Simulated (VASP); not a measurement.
Runs of VASP 6.6.1 on C. It takes space group Fd-3m (No. 227, cubic). The conventional cell has a = 3.567 Å, b = 3.567 Å, c = 3.567 Å, α = 90.00°, β = 90.00°, γ = 90.00°. C (site symmetry -43m) is surrounded by 4 C at 1.54 Å. This isn't the form of C at room conditions, which is graphite.

```tsv
task	level	cell	cutoff (eV)	gap on the mesh (eV)	pressure (GPa)
band structure	r2SCAN	as given	520	4.34	-1.3
band structure	PBEsol	as given	520	4.01	(a)
relaxation of cell and atoms	rev-vdW-DF2	relaxed	600	4.19	0.0
band structure	rSCAN	as given	520	(b)	-3.4
band structure	RPBE	as given	520	4.14	-
```

Alike in all rows: potentials or basis VASP PAW PBE potentials, release 64 (C); no spin polarisation; k mesh 13 × 13 × 13; smearing fermi-dirac 0.05 eV.

Question: Estimate the missing entries.

Answer: (a) -3.8; (b) 4.37.

Caveats: the PAW data sets were made with another functional, which shifts forces and pressure a little; the relaxation stopped at its first step, so nothing moved (some runs); an odd mesh through Γ misses points on the zone boundary, where band edges often lie (some runs).

Runs at the PBE level aren't shown here.
